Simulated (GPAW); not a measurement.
Wanted: an ASE script for a GPAW 26.7.0 run.

| Property | Result |
| --- | --- |
| Task | single point |
| Functional | PBEsol |
| Potentials or basis | PAW data sets generated in the run's folder for this functional |
| Cutoff | 600 eV |
| Basis | pw |
| k mesh | 11 × 11 × 6 |
| Occupations | fermi-dirac, width 0.05 eV |
| Spin | no spin polarisation |
| Maxiter | 150 |

TiAl:

```
Ti Al
1.0
     2.86726    0.00000    0.00000
    -1.43363    2.48312    0.00000
     0.00000    0.00000    4.67808
Ti Al
1 1
Cartesian
  -0.0349 0.0121 0.0529
  0.0481 1.6455 2.4154
```

The cell comes from a database or a generator and needn't be the stable form of this composition.

The cell isn't the ideal one: atoms moved at random, drawn with an rms of 0.05 Å.

One way to write it, as run:

run.py

```python
from ase import Atoms
from ase.dft.bandgap import bandgap
from ase.io import write
from ase.units import GPa
from gpaw import GPAW, PW, setup_paths

setup_paths.insert(0, '.')

atoms = Atoms(['Ti', 'Al'],
              cell=[[2.8672622327, 0.0, 0.0],
                    [-1.4336311163, 2.4831219328, 0.0],
                    [0.0, 0.0, 4.678083]],
              scaled_positions=[[-0.009755, 0.004856, 0.01131],
                                [0.348123, 0.662687, 0.516325]],
              pbc=True)

calc = GPAW(mode=PW(600),
            xc='PBEsol',
            kpts={'size': (11, 11, 6), 'gamma': True},
            occupations={'name': 'fermi-dirac', 'width': 0.05},
            nbands=17,
            convergence={'density': 1e-05, 'energy': 1e-05},
            maxiter=150,
            txt='gpaw.txt')
atoms.calc = calc
energy = atoms.get_potential_energy()
forces = atoms.get_forces()
stress = atoms.get_stress()
calc.write('gs.gpw')
write('result.traj', atoms)
print(f'Energy: {energy:.6f} eV')
print('Forces (eV/A):')
print(forces.round(4))
print('Stress (GPa):', (stress / GPa).round(3))
print('Fermi level:', round(calc.get_fermi_level(), 4), 'eV')
print(f'Gap: {bandgap(calc)[0]:.4f} eV, direct: {bandgap(calc, direct=True)[0]:.4f} eV')
```

Potentials or basis: PAW data sets generated in the run's folder for this functional, pw.

The run is started by

```bash
$ gpaw-setup -f PBEsol Al Ti
$ OMP_NUM_THREADS=1 python run.py
```

Results of the run:

- Pressure: -2.9 GPa
- Largest force: 0.221 eV/Å
- Band gap on the k mesh: none (metal or under the smearing width)

Wall time 2.7 min on 1 thread of Arm Neoverse V1, on a shared host, peak memory 0.34 GiB.
